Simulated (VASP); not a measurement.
# Sr8Ti8HO23 (a cell with a defect) in VASP: settings compared

Aim: see how the results for Sr8Ti8HO23 (a cell with a defect) move with the level of theory and the settings. Levels: PBE, HSE06. Tasks: relaxation of the atoms, single point.

Program: VASP 6.6.1. These are calculated values, not measurements. Logs are shortened: lines on timing, memory, paths and dates and some standing lists are left out, and cuts for length are marked.

**1. The structure**

The cell holds a defect, 40 atoms: a = 7.880 Å, b = 7.880 Å, c = 7.880 Å, α = 90.00°, β = 90.00°, γ = 90.00°.

**2. Relaxation of the atoms, PBE, collinear spin, ferromagnetic start**

Contents of INCAR:

```
ALGO = Normal
AMIX = 0.2
AMIX_MAG = 0.8
BMIX = 1E-4
BMIX_MAG = 1E-4
EDIFF = 1E-6
EDIFFG = -0.025
ENCUT = 450
GGA = PE
IBRION = 2
ICORELEVEL = 1
ISIF = 2
ISMEAR = 0
ISPIN = 2
ISYM = 0
KPAR = 4
LASPH = True
LCHARG = False
LMAXMIX = 4
LORBIT = 11
LREAL = Auto
LWAVE = False
MAGMOM = 0 0 0 0 0 0 0 0 0.333333 0 0 0 0.333333 0 0 0 0.333333 0 0 0 0 0 0 0 0 0 0 0 0 0 0 0 0 0 0 0 0 0 0 0
NCORE = 2
NELM = 150
NSW = 70
PREC = Normal
SIGMA = 0.01
```

Contents of KPOINTS:

```
k-points
0
Monkhorst-Pack
  2 2 2
```

Contents of POSCAR:

```
Sr8Ti8HO23
1.0
    7.8804100000      0.0000000000      0.0000000000
    0.0000000000     -7.8804100000      0.0000000000
    0.0000000000      0.0000000000     -7.8804100000
Sr Ti H O
8 8 1 23
Direct
    0.2500000000      0.2500000000      0.2500000000
    0.2500000000      0.2500000000      0.7500000000
    0.2500000000      0.7500000000      0.2500000000
    0.2500000000      0.7500000000      0.7500000000
    0.7500000000      0.2500000000      0.2500000000
    0.7500000000      0.2500000000      0.7500000000
    0.7500000000      0.7500000000      0.2500000000
    0.7500000000      0.7500000000      0.7500000000
    0.9976205700      0.5010929000      0.5097977300
    0.0000000000      0.5000000000      0.0000000000
    0.0000000000      0.0000000000      0.5000000000
    0.0000000000      0.0000000000      0.0000000000
    0.4969424300      0.5035802000      0.5007392700
    0.5000000000      0.5000000000      0.0000000000
    0.5000000000      0.0000000000      0.5000000000
    0.5000000000      0.0000000000      0.0000000000
    0.2527080400      0.4994705800      0.5019479600
    0.2500000000      0.5000000000      0.0000000000
    0.2500000000      0.0000000000      0.5000000000
    0.2500000000      0.0000000000      0.0000000000
    0.7500000000      0.5000000000      0.5000000000
    0.7500000000      0.5000000000      0.0000000000
    0.7500000000      0.0000000000      0.5000000000
    0.7500000000      0.0000000000      0.0000000000
    0.0000000000      0.2500000000      0.5000000000
    0.0000000000      0.2500000000      0.0000000000
    0.0000000000      0.7500000000      0.5000000000
    0.0000000000      0.7500000000      0.0000000000
    0.5000000000      0.2500000000      0.5000000000
    0.5000000000      0.2500000000      0.0000000000
    0.5000000000      0.7500000000      0.5000000000
    0.5000000000      0.7500000000      0.0000000000
    0.0000000000      0.5000000000      0.2500000000
    0.0000000000      0.5000000000      0.7500000000
    0.0000000000      0.0000000000      0.2500000000
    0.0000000000      0.0000000000      0.7500000000
    0.5000000000      0.5000000000      0.2500000000
    0.5000000000      0.5000000000      0.7500000000
    0.5000000000      0.0000000000      0.2500000000
    0.5000000000      0.0000000000      0.7500000000
```

Potentials or basis: VASP PAW PBE potentials, release 64 (Sr_sv, Ti_sv, H, O).

Command:

```console
cat potpaw_PBE.64/Sr_sv/POTCAR potpaw_PBE.64/Ti_sv/POTCAR potpaw_PBE.64/H/POTCAR potpaw_PBE.64/O/POTCAR > POTCAR
mpirun -np 8 vasp_std > vasp.out
```

OUTCAR:

```text
AMIX = 0.2
   AMIX_MAG = 0.8
   EDIFF = 1E-6
   EDIFFG = -0.025
   ENCUT = 450
   GGA = PE
   IBRION = 2
   ISIF = 2
   ISMEAR = 0
   ISPIN = 2
   ISYM = 0
   LASPH = True
   LORBIT = 11
   LREAL = Auto
   NELM = 150
   NSW = 70
   PREC = Normal

 ion  position               nearest neighbor table
   1  0.250  0.250  0.250-  18 2.79  19 2.79  20 2.79  25 2.79  26 2.79  29 2.79  30 2.79  33 2.79
                            35 2.79  37 2.79  39 2.79  17 2.79  10 3.41  11 3.41  12 3.41  14 3.41
   2  0.250  0.250  0.750-  17 2.77  18 2.79  19 2.79  20 2.79  25 2.79  26 2.79  29 2.79  30 2.79
                            34 2.79  36 2.79  38 2.79  40 2.79   9 3.38  13 3.41  11 3.41  12 3.41
   3  0.250  0.750  0.250-  18 2.79  19 2.79  20 2.79  27 2.79  28 2.79  31 2.79  32 2.79  33 2.79
                            35 2.79  37 2.79  39 2.79  17 2.80  13 3.39  11 3.41  12 3.41  10 3.41
   4  0.250  0.750  0.750-  17 2.78  18 2.79  19 2.79  20 2.79  27 2.79  28 2.79  31 2.79  32 2.79
                            34 2.79  36 2.79  38 2.79  40 2.79   9 3.37  13 3.38  11 3.41  12 3.41
   5  0.750  0.250  0.250-  21 2.79  22 2.79  23 2.79  24 2.79  25 2.79  26 2.79  29 2.79  30 2.79
                            33 2.79  35 2.79  37 2.79  39 2.79  10 3.41  11 3.41  12 3.41  14 3.41
   6  0.750  0.250  0.750-  21 2.79  22 2.79  23 2.79  24 2.79  25 2.79  26 2.79  29 2.79  30 2.79
                            34 2.79  36 2.79  38 2.79  40 2.79   9 3.36  10 3.41  11 3.41  12 3.41
   7  0.750  0.750  0.250-  21 2.79  22 2.79  23 2.79  24 2.79  27 2.79  28 2.79  31 2.79  32 2.79
                            33 2.79  35 2.79  37 2.79  39 2.79  10 3.41  11 3.41  12 3.41  14 3.41
   8  0.750  0.750  0.750-  21 2.79  22 2.79  23 2.79  24 2.79  27 2.79  28 2.79  31 2.79  32 2.79
                            34 2.79  36 2.79  38 2.79  40 2.79   9 3.35  13 3.41  11 3.41  12 3.41
   9  0.998  0.501  0.510-  34 1.89  21 1.95  27 1.96  25 1.98  33 2.05   8 3.35   6 3.36   4 3.37
                             2 3.38   7 3.44   5 3.45   3 3.46   1 3.47
  10  0.000  0.500  0.000-  18 1.97  22 1.97  26 1.97  28 1.97  33 1.97  34 1.97   7 3.41   8 3.41
                             1 3.41   2 3.41   3 3.41   4 3.41   5 3.41   6 3.41
  11  0.000  0.000  0.500-  19 1.97  23 1.97  25 1.97  27 1.97  35 1.97  36 1.97   7 3.41   8 3.41
                             1 3.41   2 3.41   3 3.41   4 3.41   5 3.41   6 3.41
  12  0.000  0.000  0.000-  20 1.97  24 1.97  26 1.97  28 1.97  35 1.97  36 1.97   7 3.41   8 3.41
                             1 3.41   2 3.41   3 3.41   4 3.41   5 3.41   6 3.41
  13  0.497  0.504  0.501-  31 1.94  38 1.96  37 1.98  21 1.99  29 2.00   4 3.38   3 3.39   8 3.41
                             2 3.41   7 3.41   1 3.42   6 3.44   5 3.45
  14  0.500  0.500  0.000-  18 1.97  22 1.97  30 1.97  32 1.97  37 1.97  38 1.97   7 3.41   8 3.41
                             1 3.41   2 3.41   3 3.41   4 3.41   5 3.41   6 3.41
  15  0.500  0.000  0.500-  19 1.97  23 1.97  29 1.97  31 1.97  39 1.97  40 1.97   7 3.41   8 3.41
                             1 3.41   2 3.41   3 3.41   4 3.41   5 3.41   6 3.41
  16  0.500  0.000  0.000-  20 1.97  24 1.97  30 1.97  32 1.97  39 1.97  40 1.97   7 3.41   8 3.41
                             1 3.41   2 3.41   3 3.41   4 3.41   5 3.41   6 3.41
  17  0.253  0.499  0.502-   2 2.77   4 2.78   1 2.79   3 2.80
  18  0.250  0.500  0.000-  10 1.97  14 1.97   3 2.79   4 2.79   1 2.79   2 2.79
  19  0.250  0.000  0.500-  11 1.97  15 1.97   3 2.79   4 2.79   1 2.79   2 2.79
  20  0.250  0.000  0.000-  12 1.97  16 1.97   3 2.79   4 2.79   1 2.79   2 2.79
  21  0.750  0.500  0.500-   9 1.95  13 1.99   7 2.79   8 2.79   5 2.79   6 2.79
  22  0.750  0.500  0.000-  10 1.97  14 1.97   7 2.79   8 2.79   5 2.79   6 2.79
  23  0.750  0.000  0.500-  11 1.97  15 1.97   7 2.79   8 2.79   5 2.79   6 2.79
[... 15 lines left out ...]
  39  0.500  0.000  0.250-  15 1.97  16 1.97   5 2.79   7 2.79   1 2.79   3 2.79
  40  0.500  0.000  0.750-  15 1.97  16 1.97   6 2.79   8 2.79   2 2.79   4 2.79

[... 46 lines left out ...]

  energy without entropy =     -315.15738356  energy(sigma->0) =     -315.15738357

 the core state eigenenergies are
   1-  1s -15923.3059  2s  -2145.8676  2p  -1905.2598  3s   -321.8632  3p   -244.2329
       3d   -116.1289
   2-  1s -15923.3068  2s  -2145.8685  2p  -1905.2607  3s   -321.8641  3p   -244.2338
       3d   -116.1298
   3-  1s -15923.3057  2s  -2145.8675  2p  -1905.2597  3s   -321.8631  3p   -244.2328
       3d   -116.1288
   4-  1s -15923.3066  2s  -2145.8683  2p  -1905.2605  3s   -321.8639  3p   -244.2336
       3d   -116.1296
   5-  1s -15923.4364  2s  -2145.9966  2p  -1905.3891  3s   -321.9881  3p   -244.3578
       3d   -116.2538
   6-  1s -15923.4363  2s  -2145.9966  2p  -1905.3890  3s   -321.9881  3p   -244.3578
       3d   -116.2538
   7-  1s -15923.4365  2s  -2145.9967  2p  -1905.3892  3s   -321.9882  3p   -244.3579
       3d   -116.2539
   8-  1s -15923.4363  2s  -2145.9966  2p  -1905.3890  3s   -321.9882  3p   -244.3578
       3d   -116.2538
   9-  1s  -4858.1478  2s   -527.1884  2p   -434.4396
  10-  1s  -4858.3433  2s   -527.4297  2p   -434.6774
  11-  1s  -4858.3430  2s   -527.4292  2p   -434.6769
  12-  1s  -4858.4356  2s   -527.5520  2p   -434.7970
  13-  1s  -4858.1465  2s   -527.1872  2p   -434.4383
  14-  1s  -4858.3427  2s   -527.4292  2p   -434.6769
  15-  1s  -4858.3410  2s   -527.4275  2p   -434.6752
  16-  1s  -4858.4348  2s   -527.5514  2p   -434.7963
  17-
  18-  1s   -500.1225
  19-  1s   -500.1221
  20-  1s   -500.2029
  21-  1s   -500.6832
  22-  1s   -500.1541
  23-  1s   -500.1542
[... 15 lines left out ...]
  39-  1s   -500.1661
  40-  1s   -500.1690

 E-fermi :   6.2688     XC(G=0): -11.0668

 val. band max:        6.2335618701   @ k =  -0.2500  -0.2500   0.2500
 cond. band min:       6.3041725335   @ k =  -0.2500  -0.2500   0.2500
 fundamental gap:      0.0706106634
 Fermi energy:         6.2688070496

 spin component 1

 k-point     1 :       0.2500    0.2500    0.2500
  band No.  band energies     occupation
      1     -52.5826      1.00000
      2     -52.5813      1.00000
      3     -52.5077      1.00000
      4     -52.5074      1.00000
      5     -52.5065      1.00000
      6     -52.5056      1.00000
[... 677 lines left out ...]
    168       7.4083      0.00000
    169       7.4311      0.00000
 Fermi energy:         6.2688070496

 spin component 2

 k-point     1 :       0.2500    0.2500    0.2500
  band No.  band energies     occupation
      1     -52.5277      1.00000
      2     -52.5265      1.00000
      3     -52.3820      1.00000
      4     -52.3812      1.00000
      5     -52.3809      1.00000
      6     -52.3796      1.00000
[... 677 lines left out ...]
    168       7.4956      0.00000
    169       7.5119      0.00000
 [bands above 169 left out]

------------------------ aborting loop because EDIFF is reached ----------------------------------------

  FORCE on cell =-STRESS in cart. coord.  units (eV):
  Direction    XX          YY          ZZ          XY          YZ          ZX
  --------------------------------------------------------------------------------------
  -------------------------------------------------------------------------------------
  Total       -1.9052935     -2.2268358     -2.2300676      0.0004616      0.0006730     -0.0008430
  in kB       -6.2377222     -7.2904165     -7.3009969      0.0015114      0.0022034     -0.0027600
  external PRESSURE =      -6.9430452 kB  Pullay stress =       0.0000000 kB
[... 55 lines left out ...]
  FREE ENERGIE OF THE ION-ELECTRON SYSTEM (eV)
  ---------------------------------------------------
  free  energy   TOTEN  =      -315.1573835776 eV

  energy  without entropy=     -315.1573835571  energy(sigma->0) =     -315.15738357

 reached required accuracy - stopping structural energy minimisation

 total charge

# of ion       s       p       d       tot
------------------------------------------
    1        1.998   5.789   0.196   7.983
    2        1.998   5.789   0.196   7.983
    3        1.998   5.789   0.196   7.983
    4        1.998   5.789   0.196   7.983
    5        1.997   5.787   0.191   7.975
    6        1.997   5.787   0.191   7.975
[... 32 lines left out ...]
   39        1.573   3.485   0.000   5.059
   40        1.573   3.486   0.000   5.059
--------------------------------------------------
tot         70.478 176.722  15.654 262.854

 magnetization (x)

# of ion       s       p       d       tot
------------------------------------------
    1        0.000   0.000   0.002   0.002
    2        0.000   0.000   0.002   0.002
    3        0.000   0.000   0.002   0.002
    4        0.000   0.000   0.002   0.002
    5        0.000   0.000   0.002   0.002
    6        0.000   0.000   0.002   0.002
[... 32 lines left out ...]
   39       -0.000  -0.004   0.000  -0.004
   40       -0.000  -0.004   0.000  -0.004
--------------------------------------------------
tot          0.002  -0.097   0.936   0.841
```

Wall time 15 min (8 MPI ranks of Intel Xeon 6975P-C (Granite Rapids), shared host); peak memory 0.4 GiB.

What came out:

```
Free energy                                           : -315.1574 eV
Energy gained by relaxing                             : 11.1 meV/atom
Ionic steps                                           : 13
Largest force after relaxing                          : 0.018 eV/Å
Net moment                                            : 1.00 μB per cell
Site moments                                          : Sr +0.00; Ti +0.18, +0.12, +0.05; H -0.00; O -0.00, -0.01 μB
Valence electrons inside the program's atomic spheres : Sr 7.98, 7.97; Ti 10.31, 10.25, 10.27; H 0.56; O 5.06, 5.07, 5.05
```

Forces on the atoms (eV/Å):
```
Sr   0.000 -0.003 -0.004
Sr   0.001 -0.006  0.004
Sr   0.000  0.004 -0.005
Sr   0.001  0.006  0.004
Sr  -0.003  0.004  0.004
Sr  -0.001  0.001 -0.002
Sr  -0.004 -0.003  0.002
Sr  -0.002  0.001  0.000
Ti  -0.005  0.000  0.002
Ti   0.002  0.002  0.005
Ti   0.004  0.000  0.000
Ti  -0.007 -0.004 -0.008
Ti   0.018  0.001 -0.002
Ti   0.002 -0.001  0.002
Ti   0.002  0.000  0.007
Ti   0.008 -0.003 -0.012
H    0.006 -0.001  0.009
O   -0.005 -0.001  0.004
O   -0.004  0.001 -0.003
O   -0.005  0.000  0.000
O   -0.003  0.000  0.003
O    0.007 -0.001  0.003
O    0.005  0.000 -0.003
O    0.003  0.000  0.000
O   -0.005  0.004 -0.002
O   -0.003  0.004  0.002
O   -0.002  0.000 -0.002
O   -0.003 -0.004  0.002
O    0.001  0.004 -0.004
O    0.002  0.006 -0.002
O   -0.001 -0.002 -0.004
O    0.002 -0.004 -0.002
O   -0.003 -0.002 -0.003
O   -0.004 -0.001  0.007
O   -0.005 -0.001  0.005
O   -0.001 -0.001 -0.004
O   -0.001 -0.001  0.008
O    0.001 -0.001 -0.006
O    0.002  0.000  0.005
O    0.002  0.000 -0.009
```

The path:
| step | energy change (eV) | largest force (eV/Å) | pressure (GPa) |
| --- | --- | --- | --- |
| 1 | 0.0000 | 2.5917 | -0.90 |
| 2 | -0.3289 | 1.4879 | -0.40 |
| 3 | -0.3741 | 0.3942 | -0.58 |
| 4 | -0.4099 | 0.2499 | -0.57 |
| 5 | -0.4131 | 0.2857 | -0.56 |
| 6 | -0.4349 | 0.1305 | -0.63 |
| 7 | -0.4386 | 0.1111 | -0.66 |
| 8 | -0.4412 | 0.0692 | -0.67 |
| 9 | -0.4413 | 0.0590 | -0.67 |
| 10 | -0.4424 | 0.0316 | -0.68 |
| 11 | -0.4426 | 0.0502 | -0.68 |
| 12 | -0.4430 | 0.0280 | -0.70 |
| 13 | -0.4430 | 0.0177 | -0.69 |

Final structure:
```
Sr Ti H O
1.0
     7.88041    0.00000    0.00000
     0.00000   -7.88041    0.00000
     0.00000    0.00000   -7.88041
Sr Ti H O
8 8 1 23
Direct
  0.24995 0.24733 0.24758
  0.24988 0.24734 0.75325
  0.24996 0.75304 0.24756
  0.24990 0.75303 0.75326
  0.74996 0.24697 0.24730
  0.74992 0.24689 0.75379
  0.74998 0.75345 0.24725
  0.74993 0.75353 0.75384
  0.99164 0.50019 0.50065
  0.00165 0.50021 0.00068
  0.00164 0.00020 0.50034
  0.99982 0.00020 0.00036
  0.50808 0.50022 0.50049
  0.49812 0.50016 0.00050
  0.49812 0.00023 0.50049
  0.49996 0.00017 0.00045
  0.24981 0.49994 0.50102
  0.24999 0.50002 0.00028
  0.24997 0.00019 0.50003
  0.24998 0.00003 0.00010
  0.74995 0.50017 0.50027
  0.74991 0.50002 0.00048
  0.74994 0.00002 0.50007
  0.74995 0.00003 0.00007
  0.00758 0.25288 0.50012
  0.99925 0.24983 0.00021
  0.00779 0.74727 0.50013
  0.99925 0.75019 0.00021
  0.49235 0.25289 0.50002
  0.50064 0.24987 0.00006
  0.49214 0.74727 0.50004
  0.50065 0.75020 0.00006
  0.00778 0.50000 0.25306
  0.00759 0.49999 0.74758
  0.99923 0.00001 0.24997
  0.99926 0.00001 0.75030
  0.49213 0.50002 0.25309
  0.49232 0.50002 0.74742
  0.50066 0.00005 0.24989
  0.50064 0.00005 0.75021
```

Levels at points of the mesh, in eV from the valence-band top:
Spin up:
```csv
k point,band 156,band 157,band 158,band 159,band 160,band 161
"(0.25, 0.25, 0.25)",-2.64,-2.58,0.00,0.07,0.12,0.16
```
Spin down:
```
           k point  band 154  band 155  band 156  band 157  band 158  band 159  band 160  band 161
(0.25, 0.25, 0.25)     -2.72     -2.71     -2.64     -2.58      0.16      0.21      0.22      0.29
```

Core levels (eV, on the scale of the bands):
| atom | levels |
| --- | --- |
| 1 Sr | 1s -15923.3, 2s -2145.9, 2p -1905.3, 3s -321.9, 3p -244.2, 3d -116.1 |
| 2 Sr | 1s -15923.3, 2s -2145.9, 2p -1905.3, 3s -321.9, 3p -244.2, 3d -116.1 |
| 3 Sr | 1s -15923.3, 2s -2145.9, 2p -1905.3, 3s -321.9, 3p -244.2, 3d -116.1 |
| 4 Sr | 1s -15923.3, 2s -2145.9, 2p -1905.3, 3s -321.9, 3p -244.2, 3d -116.1 |
| 5 Sr | 1s -15923.4, 2s -2146.0, 2p -1905.4, 3s -322.0, 3p -244.4, 3d -116.3 |
| 6 Sr | 1s -15923.4, 2s -2146.0, 2p -1905.4, 3s -322.0, 3p -244.4, 3d -116.3 |

Caveat: the cutoff is under 1.25 times the usual one of these potentials, so pressure, stress and relaxed cells hold a basis-set (Pulay) error.

(Continued in part 2 of 2.)
